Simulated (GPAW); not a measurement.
Write an ASE script for GPAW 26.7.0 that does the following.

| Item | Value |
| --- | --- |
| Task | equation of state |
| Functional | r2SCAN |
| Potentials or basis | GPAW PAW data sets (gpaw-data 1.2.1) |
| Cutoff | 800 eV |
| Basis | pw |
| k mesh | 5 × 5 × 3 |
| Occupations | fermi-dirac, width 0.05 eV |
| Spin | no spin polarisation |
| Maxiter | 150 |
| Eos scales | [0.94, 0.96, 0.98, 1.0, 1.02, 1.04, 1.06] |

Crystal: MgS.

```
S Mg
1.0
     4.03462    0.00000    0.00000
    -2.01731    3.49409    0.00000
     0.00000    0.00000    6.43229
S Mg
2 2
Direct
  0.66667 0.33333 0.87924
  0.33333 0.66667 0.37924
  0.33333 0.66667 0.99575
  0.66667 0.33333 0.49575
```

The cell comes from a database or a generator and needn't be the stable form of this composition.

One way to write it, as run:

run.py

```python
from ase import Atoms
from ase.eos import EquationOfState
from ase.io import Trajectory
from ase.units import GPa
from gpaw import GPAW, PW

atoms = Atoms(['S', 'S', 'Mg', 'Mg'],
              cell=[[4.0346224068, 0.0, 0.0],
                    [-2.0173112034, 3.494085499, 0.0],
                    [0.0, 0.0, 6.43229418]],
              scaled_positions=[[0.6666666667, 0.3333333333, 0.87924415],
                                [0.3333333333, 0.6666666667, 0.37924415],
                                [0.3333333333, 0.6666666667, 0.99575485],
                                [0.6666666667, 0.3333333333, 0.49575485]],
              pbc=True)

traj = Trajectory('eos.traj', 'w')
volumes, energies = [], []
for x in [0.94, 0.96, 0.98, 1.0, 1.02, 1.04, 1.06]:
    a = atoms.copy()
    a.set_cell(atoms.cell * x**(1 / 3), scale_atoms=True)
    calc = GPAW(mode=PW(800),
                xc='MGGA_X_R2SCAN+MGGA_C_R2SCAN',
                kpts={'size': (5, 5, 3), 'gamma': True},
                occupations={'name': 'fermi-dirac', 'width': 0.05},
                nbands=28,
                convergence={'density': 1e-05, 'energy': 1e-05},
                maxiter=150,
                txt=f'eos-{x:.2f}.txt')
    a.calc = calc
    energies.append(a.get_potential_energy(force_consistent=True))
    volumes.append(a.get_volume())
    p = -a.get_stress()[:3].mean() / GPa
    calc.write(f'eos-{x:.2f}.gpw')
    traj.write(a)
    print(f'{x:.2f} {volumes[-1]:10.4f} A^3 {energies[-1]:14.6f} eV {p:9.3f} GPa', flush=True)

v0, e0, B = EquationOfState(volumes, energies, eos='birchmurnaghan').fit()
print(f'V0 = {v0:.4f} A^3, E0 = {e0:.6f} eV, B0 = {B / GPa:.2f} GPa')
```

Potentials or basis: GPAW PAW data sets (gpaw-data 1.2.1), pw.

Command:

```console
$ OMP_NUM_THREADS=1 python run.py
```

It gave:

| Item | Value |
| --- | --- |
| Equilibrium volume | 22.73 Å³/atom (rough: see the caveat) |
| Bulk modulus at fixed shape and positions | 60 GPa (rough) |

Caveat: the points scatter about the fit; the cell was scaled at fixed shape and fractional positions, which overstates the stiffness of a crystal with free parameters, most of all of layers and chains; the PAW data sets were made with another functional, which shifts forces and pressure a little.

Wall time 13 min on 1 thread of Arm Neoverse V1, on a shared host, peak memory 0.75 GiB.
